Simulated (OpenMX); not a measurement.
SiO2:

```
Si O
1.0
     5.06907    0.00000    0.00000
    -2.53454    4.38995    0.00000
     0.00000    0.00000    8.55849
Si O
4 8
Cartesian
  0.0000 2.9266 3.7411
  0.0000 2.9266 0.5381
  2.5345 1.4633 4.8174
  2.5345 1.4633 8.0204
  2.1354 0.0000 0.0000
  0.0000 2.9266 2.1396
  2.5345 1.4633 6.4189
  -1.4668 2.5406 4.2792
  1.4668 2.5406 0.0000
  2.9337 0.0000 4.2792
  1.0677 1.8493 4.2792
  -1.0677 1.8493 0.0000
```

The cell comes from a database or a generator and needn't be the stable form of this composition.

```yaml
Program: OpenMX 3.8.5
Task: single point
Functional: PBE
Potentials_or_basis: OpenMX 2013 PBE set, Si7.0-s2p2d1, O6.0-s2p2d1, grid cutoff 400 Ry
k_mesh: 7 × 7 × 3
Occupations: fermi-dirac, width 0.05 eV
Spin: no spin polarisation
```

On this cell: pressure 7.8 GPa; largest force 0.694 eV/Å; band gap on the k mesh 6.21 eV, indirect (least direct gap 6.22 eV).

The same run follows on a disturbed copy (atoms moved at random, drawn with an rms of 0.05 Å):

```
Si O
1.0
     5.06907    0.00000    0.00000
    -2.53454    4.38995    0.00000
     0.00000    0.00000    8.55849
Si O
4 8
Cartesian
  0.0193 2.9384 3.7274
  0.0140 2.9771 0.5386
  2.5264 1.4308 4.7882
  2.4962 1.4365 7.9850
  2.0745 -0.0199 -0.0108
  0.0199 2.9765 2.1635
  2.5398 1.4351 6.4549
  -1.4468 2.5714 4.3153
  1.4406 2.5665 0.0045
  2.9275 -0.0256 4.2556
  1.0535 1.8841 4.2331
  -1.0727 1.8300 0.0281
```

Task: What does the disturbed cell give?

Result: The energy moves by +41.1 meV/atom; pressure 8.1 GPa; largest force 4.843 eV/Å; band gap on the k mesh 5.95 eV, indirect (least direct gap 5.96 eV).

Forces on the atoms (eV/Å):
```
Si  -2.027 -0.620 -0.036
Si  -1.798 -2.454  0.739
Si   0.323  1.560  0.770
Si   1.042  1.345  4.102
O   -0.980  1.566 -0.493
O   -0.103  0.073 -2.048
O   -0.170 -0.093 -4.839
O   -1.278 -0.525  0.361
O    2.009 -0.380 -0.783
O    1.111  2.240  0.963
O    2.149 -2.525  1.296
O   -0.276 -0.203 -0.030
```

Caveats: an odd mesh through Γ misses points on the zone boundary, where band edges often lie; the basis of atomic orbitals isn't converged, which shifts pressures, moduli and gaps.
